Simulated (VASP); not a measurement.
CoO:

```
Co O
1.0
    -1.50800    1.50800    2.10725
     1.50800   -1.50800    2.10725
     1.50800    1.50800   -2.10725
Co O
1 1
Cartesian
  0.0000 0.0000 0.0000
  0.0000 0.0000 2.1073
```

| Item | Value |
| --- | --- |
| Program | VASP 6.6.1 |
| Task | relaxation of cell and atoms |
| Functional | PBEsol |
| Potentials or basis | VASP PAW PBE potentials, release 64 (Co, O) |
| Cutoff | 600 eV |
| k mesh | 9 × 9 × 9 |
| Occupations | fermi-dirac, width 0.05 eV |
| Spin | collinear spin, ferromagnetic start |
| Starting moments | [2.0, 0.0] μB |

At the start: pressure -10.2 GPa; volume 9.58 Å³/atom.

How do energy, volume and symmetry change on relaxing?

Over 9 steps the energy falls by 19.6 meV/atom and the volume is 9.01 Å³/atom (-5.9 %); space group Fm-3m (No. 225, to 0.05 Å); moment 2.73 μB per cell.

Step by step:
| step | energy change (eV) | largest force (eV/Å) | pressure (GPa) | volume (Å³) |
| --- | --- | --- | --- | --- |
| 1 | 0.0000 | 0.0000 | -10.22 | 19.17 |
| 2 | -0.0291 | 0.0000 | 6.06 | 17.52 |
| 3 | -0.0387 | 0.0000 | 0.02 | 18.03 |
| 4 | -0.0387 | 0.0000 | -0.19 | 18.06 |
| 5 | -0.0390 | 0.0000 | -0.21 | 18.05 |
| 6 | -0.0393 | 0.0000 | -0.11 | 18.04 |
| 7 | -0.0393 | 0.0000 | -0.18 | 18.04 |
| 8 | -0.0392 | 0.0000 | 0.34 | 18.00 |
| 9 | -0.0393 | 0.0000 | 0.03 | 18.03 |

Final structure:
```yaml
crystal:
  lattice:
    - [-1.47152, 1.47152, 2.08160]
    - [1.47152, -1.47152, 2.08160]
    - [1.47152, 1.47152, -2.08160]
  atoms:
    - { symbol: Co, position: [0.00000, 0.00000, 0.00000] }
    - { symbol: O, position: [0.50000, 0.50000, 0.00000] }
```

Caveat: the PAW data sets were made with another functional, which shifts forces and pressure a little; a cell with one magnetic atom can't hold antiferromagnetic order, which such compounds often take.
